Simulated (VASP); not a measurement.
## GaN (strained zincblende), PBE single-point calculation: VASP's output and Ansatz's

POSCAR

```
Ga N
 1.0000000000000000
     0.0000000000000000    2.2489525411000000    2.2714420665000001
     2.2489525411000000    0.0000000000000000    2.2714420665000001
     2.2489525411000000    2.2489525411000000    0.0000000000000000
 Ga  N
   1   1
Cartesian
  0.0000000000000000  0.0000000000000000  0.0000000000000000
  1.1244762705499998  1.1244762705499998  1.1357210332499998
```

VASP ran with the recommended PBE PAW datasets (18 valence electrons in the cell).

From OUTCAR

```
k-points           NKPTS =    102   k-points in BZ     NKDIM =    102   number of bands    NBANDS=     16

   NELECT =      18.0000    total number of electrons

   dimension x,y,z NGX =    24 NGY =   24 NGZ =   24
   dimension x,y,z NGXF=    48 NGYF=   48 NGZF=   48

  energy-cutoff  :      520.00
  volume of cell :       22.98
      direct lattice vectors                 reciprocal lattice vectors
     0.000000000  2.248952541  2.271442067    -0.222325723  0.222325723  0.220124478
     2.248952541  0.000000000  2.271442067     0.222325723 -0.222325723  0.220124478
     2.248952541  2.248952541  0.000000000     0.222325723  0.222325723 -0.220124478

 k-points in reciprocal lattice and weights: KPOINTS created by Atomic Simulation Env
   0.00000000  0.00000000  0.00000000       0.001
   0.10000000 -0.00000000  0.00000000       0.008
   0.20000000 -0.00000000  0.00000000       0.008
   0.30000000  0.00000000  0.00000000       0.008
   0.40000000 -0.00000000  0.00000000       0.008
   0.50000000  0.00000000  0.00000000       0.004
   0.10000000  0.10000000  0.00000000       0.002
   0.20000000  0.10000000  0.00000000       0.008
   ...

 E-fermi :   5.6156

 k-point     1 :       0.0000    0.0000    0.0000
  band No.  band energies     occupation
      1     -10.6611      2.00000
      2      -8.2067      2.00000
      3      -8.1960      2.00000
      4      -8.1960      2.00000
      5      -7.8840      2.00000
      6      -7.8838      2.00000
      7       5.2077      2.00000
      8       5.2545      2.00000
      9       5.2545      2.00000
     10       6.9380      0.00000
     11      15.5082      0.00000
     12      15.5082      0.00000
     13      15.5359      0.00000
     14      22.7922      0.00000
     15      23.8488      0.00000
     16      24.1759      0.00000

 k-point     2 :       0.1000   -0.0000    0.0000
  band No.  band energies     occupation
      1     -10.5520      2.00000
      2      -8.1904      2.00000
      3      -8.1826      2.00000
      4      -8.1596      2.00000
      5      -7.8853      2.00000
      6      -7.8850      2.00000
      7       4.1384      2.00000
      8       5.1153      2.00000
      9       5.1508      2.00000
     10       7.7986      0.00000
     11      15.0186      0.00000
     12      15.6772      0.00000
     13      15.6848      0.00000
     14      22.5824      0.00000
     15      22.8509      0.00000
     16      22.8746      0.00000

 k-point     3 :       0.2000   -0.0000    0.0000
  band No.  band energies     occupation
      1     -10.2778      2.00000
      2      -8.1586      2.00000
      3      -8.1514      2.00000
      4      -7.9967      2.00000
      5      -7.8849      2.00000
      6      -7.8829      2.00000
      7       2.3351      2.00000
      8       4.8486      2.00000
      9       4.8958      2.00000
     10       8.8768      0.00000
     11      14.2416      0.00000
     12      15.9249      0.00000
     13      15.9638      0.00000
     14      21.6173      0.00000
     15      21.9801      0.00000
     16      22.0679      0.00000

 k-point     4 :       0.3000    0.0000    0.0000
  band No.  band energies     occupation
      1      -9.9878      2.00000
      2      -8.1309      2.00000
      3      -8.1235      2.00000
      4      -7.8725      2.00000
      5      -7.8687      2.00000
      6      -7.5997      2.00000
      7       0.4742      2.00000
      8       4.5472      2.00000
      9       4.6077      2.00000
     10       9.5554      0.00000
     11      13.8757      0.00000
     12      15.8733      0.00000
     13      15.9740      0.00000
     14      20.9462      0.00000
     15      22.4690      0.00000
     16      22.4956      0.00000

 k-point     5 :       0.4000   -0.0000    0.0000
  band No.  band energies     occupation
      1      -9.8154      2.00000
      2      -8.1190      2.00000
      3      -8.1115      2.00000
      4      -7.8513      2.00000
      5      -7.8455      2.00000
      6      -6.9947      2.00000
      7      -1.0894      2.00000
      8       4.3215      2.00000
      9       4.3922      2.00000
     10       9.8054      0.00000
     11      13.8913      0.00000
     12      15.6335      0.00000
     13      15.7681      0.00000
     14      20.7881      0.00000
     15      23.8538      0.00000
     16      23.8771      0.00000

 k-point     6 :       0.5000    0.0000    0.0000
  band No.  band energies     occupation
      1      -9.7657      2.00000
      2      -8.1168      2.00000
      3      -8.1093      2.00000
      4      -7.8405      2.00000
      5      -7.8341      2.00000
      6      -6.6388      2.00000
      7      -1.7711      2.00000
      8       4.2388      2.00000
      9       4.3134      2.00000
     10       9.8490      0.00000
     11      13.9465      0.00000
     12      15.5156      0.00000
     13      15.6593      0.00000
     14      20.8363      0.00000
     15      24.8438      0.00000
     16      24.8718      0.00000

 ...

  Total        0.6777426      0.6777426      0.5011316      0.0000000      0.0000000     -0.0000000
  in kB       47.2588466     47.2588466     34.9437980      0.0000000      0.0000000     -0.0000000
  external PRESSURE =      43.1538304 kB  Pullay stress =       0.0000000 kB

 POSITION                                       TOTAL-FORCE (eV/Angst)
 -----------------------------------------------------------------------------------
      0.00000      0.00000      0.00000        -0.000000     -0.000000     -0.000000
      1.12448      1.12448      1.13572         0.000000      0.000000      0.000000
 -----------------------------------------------------------------------------------
    total drift:                                0.000001      0.000001      0.000002

  FREE ENERGIE OF THE ION-ELECTRON SYSTEM (eV)
  ---------------------------------------------------
  free  energy   TOTEN  =       -12.1452771026 eV

  energy  without entropy=      -12.1452771026  energy(sigma->0) =      -12.14527710
```

Datasets and cutoffs are each program's own. VASP's cell holds 18 valence electrons and Ansatz's 18. Ansatz's stress includes a Pulay correction; VASP's doesn't.

**Question.** What does Ansatz give for the same cell and level of theory?

**Answer.** gap between bands v and c 1.68 eV; least direct gap 1.68 eV; pressure 4.3 GPa.

Ansatz printed

```
SCF 1 converged in 6 iterations: F = -4167.900186 eV  dr2 = 3.61e-10
  greatest PAW one-centre occupation: 0.995 electrons in one spin orbital (limit 2), on the Ga atom at site 0 (counted from 0), in its partial waves of l = 2
NSCF: frozen V_eff on 6 k-points
SCF converged after 6 iterations
Free energy (F): -4167.900186 eV
Harris-Foulkes:  -4167.900186 eV  (|F-HF|=1.32e-10)
Internal energy: -4167.900186 eV  (E = F + TS)
E sigma→0 (E₀):  -4167.900186 eV
Fermi energy:    10.452178 eV
--- Per-component energies (eV) ---
  E_band       = -6.592484
  E_kinetic    = 246.966480
  E_local      = -1952.957300  (includes V_loc(G=0)·N_el)
  E_nonlocal   = 474.296822
  E_hartree    = 898.208860
  E_xc         = -128.759893
  E_vxc        = -134.083651  (∫ρ·V_xc dr)
  E_paw        = -2120.260958  (= ΣΔE_a)
  E_vpaw       = -437.231920  (= ΣTr[D̂ρ^β])
  E_aug_tail   = 0.000105  (compensation charges beyond the density's cutoff)
  E_ewald      = -1585.394301
  E_smearing   = -0.000000  (= −TS)
  E_closure    = 0.000000  (closes the sum)
  Σ components = -4167.900186   (vs F -4167.900186, Δ=0.00e0)
--- Forces (eV/Å), atoms counted from 1 ---
  atom   1  Ga     0.00000000     0.00000000     0.00000000
  atom   2  N     -0.00000000     0.00000000    -0.00000000
  max |Σ_I F_I| component: 2.08e-17 eV/Å
--- Stress (GPa, compression-positive) ---
        4.682601      -0.000000      -0.000000
        0.000000       4.682601       0.000000
        0.000000       0.000000       3.453995
  P = ⅓ Tr σ = 4.2731 GPa (42.731 kbar)
--- Band table (eV; the first three rows and the last of 102) ---
  k-point 0: bands = ["-6.3071", "-3.9001", "-3.8895", "-3.8895", "-3.5802", "-3.5798", "9.5597", "9.6064", "9.6064", "11.2825", "19.8695", "19.8695", "19.8964"]
  k-point 1: bands = ["-6.1990", "-3.8838", "-3.8761", "-3.8522", "-3.5813", "-3.5812", "8.4889", "9.4677", "9.5032", "12.1448", "19.3781", "20.0378", "20.0448"]
  k-point 2: bands = ["-5.9289", "-3.8523", "-3.8451", "-3.6860", "-3.5808", "-3.5790", "6.6848", "9.2006", "9.2478", "13.2239", "18.5975", "20.2815", "20.3211"]
  k-point 101: bands = ["-5.2724", "-3.8045", "-3.5939", "-3.5939", "-3.5078", "-1.9225", "3.4113", "6.9538", "6.9538", "12.9875", "16.3390", "21.1714", "23.5366"]
```
